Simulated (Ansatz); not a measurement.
# Au (P-1) in Ansatz: convergence with k mesh

Aim: find how far k mesh must go before the results for Au settle, at r2SCAN. This setting moves, with any that are tied to it; all else stays.

All numbers are computed with Ansatz 0.2.0; they aren't measurements. Logs are shortened: lines on timing, memory, paths and dates and some standing lists are left out, and cuts for length are marked.

### Step 1. The structure

The typed cell holds 1 atom: a = 2.930 Å, b = 2.886 Å, c = 2.882 Å, α = 57.93°, β = 64.48°, γ = 57.26°.

This isn't the form of Au at room conditions, which is fcc.

### Step 2. With k mesh 3 × 4 × 3

File input.yaml:

```yaml
crystal:
  lattice:
    - [-0.04177394, 1.95346746, 2.18363431]
    - [2.02129817, 0.08375225, 2.05810812]
    - [2.13229252, 1.93893562, -0.02724211]
  atoms:
    - { symbol: Au, position: [0.0, 0.0, 0.0] }
hamiltonian:
  xc: r2scan
  pseudopotentials: { kind: paw, source: jth }
kpoints:
  mp_grid: { grid: [3, 4, 3] }
scf:
  occupations: { method: gaussian, width: 0.1 }
output:
  forces: true
  stress: true
  eigenvalues: true
```

Potentials or basis: JTH PAW.

Launch:

```
$ ansatz run input.yaml --threads 2 --pin off --max-ram 5632MiB --backend cpu --events-out ev --progress --plain --runs-dir out
```

Wall time 1.4 s (2 threads of Arm Neoverse V1, shared host); peak memory 0.32 GiB.

Results:

```
Free energy            : -10561.2269 eV
Pressure               : 2.5 GPa
Band gap on the k mesh : 1.18 eV
```

### Step 3. With k mesh 4 × 5 × 4

input.yaml, as its differences from that of step 2:

```diff
@@ -11,3 +11,3 @@
 kpoints:
-  mp_grid: { grid: [3, 4, 3] }
+  mp_grid: { grid: [4, 5, 4] }
 scf:
```

Potentials or basis: JTH PAW.

Launch:

```
$ ansatz run input.yaml --threads 2 --pin off --max-ram 5632MiB --backend cpu --events-out ev --progress --plain --runs-dir out
```

Wall time 2.1 s (2 threads of Arm Neoverse V1, shared host); peak memory 0.33 GiB.

What came out:

| Quantity | Value |
| --- | --- |
| Free energy | -10560.8226 eV |
| Pressure | 8.8 GPa |
| Band gap on the k mesh | none (metal or under the smearing width) |

### Step 4. With k mesh 5 × 6 × 5

input.yaml, as its differences from that of step 3:

```diff
@@ -11,3 +11,3 @@
 kpoints:
-  mp_grid: { grid: [4, 5, 4] }
+  mp_grid: { grid: [5, 6, 5] }
 scf:
```

Launch:

```
$ ansatz run input.yaml --threads 2 --pin off --max-ram 5632MiB --backend cpu --events-out ev --progress --plain --runs-dir out
```

It took 3.1 s on 2 threads of Arm Neoverse V1, shared host; peak memory 0.34 GiB.

Results:

| Item | Value |
| --- | --- |
| Free energy | -10560.9979 eV |
| Pressure | 6.0 GPa |
| Band gap on the k mesh | none (metal or under the smearing width) |

### Step 5. With k mesh 6 × 7 × 6

input.yaml, as its differences from that of step 4:

```diff
@@ -11,3 +11,3 @@
 kpoints:
-  mp_grid: { grid: [5, 6, 5] }
+  mp_grid: { grid: [6, 7, 6] }
 scf:
```

Launch:

```
$ ansatz run input.yaml --threads 2 --pin off --max-ram 5632MiB --backend cpu --events-out ev --progress --plain --runs-dir out
```

Run time: 4.7 s. Hardware: 2 threads of Arm Neoverse V1, shared host; peak memory 0.37 GiB.

Results:

| Quantity | Value |
| --- | --- |
| Free energy | -10560.9067 eV |
| Pressure | 7.4 GPa |
| Band gap on the k mesh | none (metal or under the smearing width) |

### Step 6. With k mesh 8 × 9 × 8

input.yaml, as its differences from that of step 5:

```diff
@@ -11,3 +11,3 @@
 kpoints:
-  mp_grid: { grid: [6, 7, 6] }
+  mp_grid: { grid: [8, 9, 8] }
 scf:
```

Potentials or basis: JTH PAW.

Launch:

```
$ ansatz run input.yaml --threads 2 --pin off --max-ram 5632MiB --backend cpu --events-out ev --progress --plain --runs-dir out
```

It took 9.4 s on 2 threads of Arm Neoverse V1, shared host; peak memory 0.44 GiB.

The run converged. Its results:

| Quantity | Value |
| --- | --- |
| Free energy | -10560.9313 eV |
| Pressure | 7.2 GPa |
| Band gap on the k mesh | none (metal or under the smearing width) |

### Step 7. With k mesh 10 × 11 × 10

input.yaml, as its differences from that of step 6:

```diff
@@ -11,3 +11,3 @@
 kpoints:
-  mp_grid: { grid: [8, 9, 8] }
+  mp_grid: { grid: [10, 11, 10] }
 scf:
```

Launch:

```
$ ansatz run input.yaml --threads 2 --pin off --max-ram 5632MiB --backend cpu --events-out ev --progress --plain --runs-dir out
```

Run time: 17 s. Hardware: 2 threads of Arm Neoverse V1, shared host; peak memory 0.53 GiB.

Results (log left out):

| Property | Result |
| --- | --- |
| Free energy | -10560.9390 eV |
| Pressure | 7.0 GPa |
| Band gap on the k mesh | none (metal or under the smearing width) |

### Step 8. With k mesh 12 × 13 × 12

input.yaml, as its differences from that of step 7:

```diff
@@ -11,3 +11,3 @@
 kpoints:
-  mp_grid: { grid: [10, 11, 10] }
+  mp_grid: { grid: [12, 13, 12] }
 scf:
```

Launch:

```
$ ansatz run input.yaml --threads 2 --pin off --max-ram 5632MiB --backend cpu --events-out ev --progress --plain --runs-dir out
```

Wall time 29 s (2 threads of Arm Neoverse V1, shared host); peak memory 0.65 GiB.

Results (log left out):

| Quantity | Value |
| --- | --- |
| Free energy | -10560.9443 eV |
| Pressure | 6.9 GPa |
| Band gap on the k mesh | none (metal or under the smearing width) |

### Step 9. With k mesh 15 × 16 × 15

input.yaml, as its differences from that of step 8:

```diff
@@ -11,3 +11,3 @@
 kpoints:
-  mp_grid: { grid: [12, 13, 12] }
+  mp_grid: { grid: [15, 16, 15] }
 scf:
```

Potentials or basis: JTH PAW.

Launch:

```
$ ansatz run input.yaml --threads 2 --pin off --max-ram 5632MiB --backend cpu --events-out ev --progress --plain --runs-dir out
```

Wall time 56 s (2 threads of Arm Neoverse V1, shared host); peak memory 0.94 GiB.

Results (log left out):

| Item | Value |
| --- | --- |
| Free energy | -10560.9519 eV |
| Pressure | 6.9 GPa |
| Band gap on the k mesh | none (metal or under the smearing width) |

### Step 10. With k mesh 18 × 19 × 18

input.yaml, as its differences from that of step 9:

```diff
@@ -11,3 +11,3 @@
 kpoints:
-  mp_grid: { grid: [15, 16, 15] }
+  mp_grid: { grid: [18, 19, 18] }
 scf:
```

Potentials or basis: JTH PAW.

Launch:

```
$ ansatz run input.yaml --threads 2 --pin off --max-ram 5632MiB --backend cpu --events-out ev --progress --plain --runs-dir out
```

Output:

```text
Warning: the checks of this Au dataset prove no rule for summing its radial tables, as where they were carried onto another mesh than they were made on, and Gregory's rule is taken, under which a leading mesh point left out moves its sums only by what lay on the interval it spanned. That does not make them correct, and they differ from Quantum ESPRESSO's on this file; a re-export a fraction of a mesh step off can move them. hamiltonian.pseudopotentials.radial_quadrature: simpson_from_first_knot sums it by `pw.x`'s rule; on a PAW file no value gives `pw.x`'s numbers. What more to know: hamiltonian.pseudopotentials.radial_quadrature, in the input reference
Warning: RAYON_NUM_THREADS=2 ignored (pool sized by the plan → 2); use --threads N
Engine: ansatz 0.2.0, aarch64-unknown-linux-gnu
Pseudopotentials: kind: paw
Pseudopotential: Au, paw, valence charge 11, recommended cutoff 750 eV (normal), Au.paw.azcp
Functional definition: r2SCAN
  parameter k0 = 0.174
  parameter k1 = 0.065
  parameter a1 = 4.9479
  exchange = r2scan_x(k0 = k0, k1 = k1, a1 = a1)
  correlation = r2scan_c
Crystal: 1 atoms, lattice volume = 17.015 Å³
Basis set: ecut = 750 eV, 805 PW (Γ), exchange–correlation on 108×108×108 points (64 copies of the dense FFT grid, shifted against one another)
Bands: 10, of which v1, the nominal top of the filled ones, is band 6 counted from 1 (5 counted from 0)
Symmetry: 2 space group operations
Space group: P-1 (ITA 2), of the structure as read, at distance tolerance 2.6e-5 Å
k-points: 3080 of 6156
Non-local potential: Au, projectors of the file, l = 0: 2, l = 1: 2, l = 2: 2
PAW form: soft (Blöchl's): semilocal exchange-correlation on the pseudo side does not see the compensation charge
PAW frozen core: Au, regenerated for the run's functional (the file was generated under x = pbe(κ = 0.804, μ = 0.2195149727645171), c = pbe(β = 0.06672455060314922))
PAW one-centre angular grid: Au, 590 points (default); XC on 160 Gauss nodes
Initial density: superposition of atomic densities (chi_scale 0.1, normalization cell)
Initial wavefunctions: pseudopotential atomic-orbital guess
Functional: x = r2scan, c = r2scan; τ floored in thin density (d = 2e-4 eV/Å³)
iter 1 solved again at ethr=2.67e-3 eV; its pass at ethr=3.10e-3 eV (dr2=2.94e-1 eV) is discarded
SCF iter   1: F=—  HF=-10561.022953 eV  |F-HF|=—  |Δ(HF+E_count)|=         —  Δρ=4.12e-2  dr2=3.07e-1  dr2_τ=4.53e-2  ethr=2.67e-3  ⟨swp⟩=1.0  Hψ=413830  notcnv=0
preconditioner: auto → none  [metal: Δε(μ)=0.008 eV  Ē_g=16.763 eV  σ=0.100 eV  W_gap=0.05  n_scr=0 (ndim 8)  ℏωp=29.9 eV  f_vac=0.000  D(μ)=0.32/eV (n_scr^D=0)]
SCF iter   2: F=—  HF=-10560.949890 eV  |F-HF|=—  |Δ(HF+E_count)|=   7.31e-2  Δρ=1.47e-2  dr2=1.79e-2  dr2_τ=2.09e-2  ethr=2.67e-3  ⟨swp⟩=3.6  Hψ=59188  notcnv=0  defer=1
SCF iter   3: F=—  HF=-10560.947179 eV  |F-HF|=—  |Δ(HF+E_count)|=   2.71e-3  Δρ=5.62e-3  dr2=5.12e-3  dr2_τ=2.65e-3  ethr=1.63e-4  ⟨swp⟩=2.2  Hψ=56279  notcnv=0  defer=25
SCF iter   4: F=—  HF=-10560.947642 eV  |F-HF|=—  |Δ(HF+E_count)|=   4.63e-4  Δρ=1.01e-3  dr2=1.22e-4  dr2_τ=8.97e-5  ethr=4.65e-5  ⟨swp⟩=2.2  Hψ=48435  notcnv=0  defer=25
SCF iter   5: F=—  HF=-10560.947592 eV  |F-HF|=—  |Δ(HF+E_count)|=   5.02e-5  Δρ=8.07e-5  dr2=6.74e-7  dr2_τ=3.13e-7  ethr=1.11e-6  ⟨swp⟩=2.2  Hψ=48709  notcnv=0  defer=25
SCF iter   6: F=—  HF=-10560.947593 eV  |F-HF|=—  |Δ(HF+E_count)|=   1.33e-6  Δρ=7.98e-5  dr2=5.78e-7  dr2_τ=1.20e-6  ethr=9.09e-10  ⟨swp⟩=9.8  Hψ=217894  notcnv=0
SCF iter   7: F=-10560.947592 eV  HF=-10560.947593 eV  |F-HF|=5.04e-8  |Δ(HF+E_count)|=   3.82e-7  Δρ=1.98e-5  dr2=6.02e-8  dr2_τ=8.54e-9  ethr=9.09e-10  ⟨swp⟩=4.1  Hψ=140046  notcnv=0
SCF 1 converged in 7 iterations: F = -10560.947592 eV  dr2 = 6.02e-8
SCF converged after 7 iterations
Free energy (F): -10560.947592 eV
Harris-Foulkes:  -10560.947593 eV  (|F-HF|=5.04e-8)
Internal energy: -10560.945922 eV  (E = F + TS)
E sigma→0 (E₀):  -10560.946757 eV
Entropy (-TS):   -0.001671 eV (-1.671 meV/atom)
Fermi energy:    15.979644 eV
--- Per-component energies (eV) ---
  E_band       = 125.949246
  E_kinetic    = 256.790740
  E_local      = -288.784149  (includes V_loc(G=0)·N_el)
  E_nonlocal   = 213.245022
  E_hartree    = 101.663823
  E_xc         = -75.826068
  E_vxc        = -102.409754  (∫ρ·V_xc dr)
  E_paw        = -9791.663514  (= ΣΔE_a)
  E_vpaw       = -163.138348  (= ΣTr[D̂ρ^β])
  E_aug_tail   = 0.000064  (compensation charges beyond the density's cutoff)
  E_vtau       = 6.913636  (kinetic-family band-sum trace: ∫τ·v_τ [+ j·A + Jᵃ·Aᵃ] dr)
  E_ewald      = -977.483481
  E_core_change = 1.111642  (= ΣΔE_core)
  E_smearing   = -0.001671  (= −TS)
  E_closure    = 0.000000  (closes the sum)
  Σ components = -10560.947592   (vs F -10560.947592, Δ=0.00e0)
--- Forces (eV/Å), atoms counted from 1 ---
  atom   1  Au     0.00000000     0.00000000     0.00000000
  max |Σ_I F_I| component: 0.00e0 eV/Å
--- Stress (GPa, compression-positive) ---
        6.616495      -1.563334       0.288331
       -1.563337       8.160336      -2.231751
        0.288330      -2.231747       5.936051
  P = ⅓ Tr σ = 6.9043 GPa (69.043 kbar)
--- Band table (eV; the first three rows and the last of 3080) ---
  k-point 0: bands = ["5.8680", "10.3236", "10.8854", "11.6211", "12.0592", "12.9895", "31.9072", "34.2552", "35.7522", "38.1100"]
  k-point 1: bands = ["5.9760", "10.3387", "10.9118", "11.6142", "12.0561", "12.9673", "31.9911", "33.9705", "35.6447", "37.8930"]
  k-point 2: bands = ["6.2899", "10.3815", "10.9616", "11.6124", "12.0702", "12.9107", "31.9347", "33.0943", "35.7700", "37.8562"]
  k-point 3079: bands = ["8.5638", "8.9546", "13.2294", "13.7343", "14.1999", "16.8257", "21.0913", "26.5914", "28.4385", "35.2036"]
```

It took 93 s on 2 threads of Arm Neoverse V1, shared host; peak memory 1.4 GiB.

Results:

```yaml
Free_energy: -10560.9476 eV
Pressure: 6.9 GPa
Band_gap_on_the_k_mesh: none (metal or under the smearing width)
```

### Step 11. Summary

| k mesh | energy less the tightest run, at zero smearing (meV/atom) | pressure (GPa) | gap on the mesh (eV) | SCF cycles | CPU time (s) | peak memory (GiB) |
| --- | --- | --- | --- | --- | --- | --- |
| 3 × 4 × 3 | -280.16 | 2.48 | 1.180 | 7 | 2.7 | 0.32 |
| 4 × 5 × 4 | 126.25 | 8.79 | 0.000 | 7 | 4 | 0.33 |
| 5 × 6 × 5 | -50.56 | 6.03 | 0.000 | 7 | 6 | 0.34 |
| 6 × 7 × 6 | 41.41 | 7.43 | 0.000 | 8 | 9.2 | 0.37 |
| 8 × 9 × 8 | 16.27 | 7.18 | 0.000 | 7 | 19 | 0.44 |
| 10 × 11 × 10 | 8.76 | 7.03 | 0.000 | 7 | 34 | 0.53 |
| 12 × 13 × 12 | 3.21 | 6.94 | 0.000 | 7 | 57 | 0.65 |
| 15 × 16 × 15 | -4.68 | 6.88 | 0.000 | 7 | 110 | 0.94 |
| 18 × 19 × 18 | 0.00 | 6.90 | 0.000 | 7 | 190 | 1.4 |

Against the tightest run, the pressure stays within 0.1 GPa from 12 × 13 × 12 on; the gap on the mesh stays within 0.01 eV from 4 × 5 × 4 on. Not settled before the last step: the energy (to 1 meV/atom). Meshes of other sizes hit other points, so gaps and Fermi surfaces needn't settle smoothly. The tightest run that finished is the yardstick and may itself not be fully converged.
